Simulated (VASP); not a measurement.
# InP: G0W0 on PBE

InP, F-43m (no. 216), 2 atoms in the cell. PBE, GW; PAW potentials In_d_GW, P_GW (PBE set).

GW scheme: G0W0; Iterations: 1; Orbital cutoff (eV): 300; Response cutoff (eV): 200; Frequency points: 48; Procedure: three steps, all bands.

## Input

INCAR.step1:
```
PREC = Accurate
ENCUT = 300
ISMEAR = 0
SIGMA = 0.05
LASPH = T
LREAL = F
GGA = PE
ALGO = Normal
EDIFF = 1E-8
NELM = 150
LWAVE = T
LCHARG = F
KPAR = 4
```

INCAR.step2, as INCAR.step1 but for:
```
- ALGO = Normal
- NELM = 150
+ ALGO = Exact
+ NELM = 1
+ ISTART = 1
+ NBANDS = 596
+ LOPTICS = T
```

INCAR.step3:
```
PREC = Accurate
ENCUT = 300
ISMEAR = 0
SIGMA = 0.05
LASPH = T
LREAL = F
GGA = PE
ALGO = EVGW0
NBANDS = 596
NBANDSGW = 13
ENCUTGW = 200
NOMEGA = 48
PRECFOCK = Fast
ISTART = 1
LWAVE = F
LCHARG = F
NELMGW = 1
KPAR = 4
```

KPOINTS:
```
k-points
0
Gamma
  3 3 3
```

POSCAR:
```
InP
1.0
    0.0000000000      2.9305000000      2.9305000000
    2.9305000000      0.0000000000      2.9305000000
    2.9305000000      2.9305000000      0.0000000000
In P
1 1
Direct
    0.0000000000      0.0000000000      0.0000000000
    0.7500000000      0.7500000000      0.7500000000
```

Commands (each step's output is kept before the next begins):
```
cat potpaw_PBE.64/In_d_GW/POTCAR potpaw_PBE.64/P_GW/POTCAR > POTCAR
cp INCAR.step1 INCAR
mpirun -np 4 vasp_std > vasp.out
cp INCAR.step2 INCAR
mpirun -np 4 vasp_std > vasp.out
cp INCAR.step3 INCAR
mpirun -np 4 vasp_std > vasp.out
```

## Result

- Quasiparticle gap on the mesh (eV): 1.21
- Gap of the starting point on the mesh (eV): 0.67
- Quasiparticle gap at the zone centre (eV): 1.21
- Starting gap at the zone centre (eV): 0.67
- Correction of the gap between the band edges on the mesh (eV): 0.54
- Shift of the valence top (eV): -0.67
- Shift of the conduction bottom (eV): -0.14
- Z of the valence top at the zone centre: 0.75
- Static dielectric constant, RPA: 80.1

Levels near the gap:

| k point | band | start (eV) | quasiparticle (eV) |
|---|---|---|---|
| 0 0 0 | 6 | -7.50 | -8.11 |
| 0 0 0 | 7 | 4.04 | 3.36 |
| 0 0 0 | 8 | 4.04 | 3.36 |
| 0 0 0 | 9 | 4.04 | 3.36 |
| 0 0 0 | 10 | 4.71 | 4.57 |
| 0 0 0 | 11 | 8.04 | 7.95 |
| 0 0 0 | 12 | 8.04 | 7.95 |
| 0 0 0 | 13 | 8.04 | 7.95 |

Limits: spin-orbit coupling is left out, which changes the gap somewhat with In; the mesh is coarse: neither the gap nor the screening is converged.

VASP 6.6.1 took 75 s on 4 cores (AMD EPYC 7R43 (Zen 3)), a shared host.
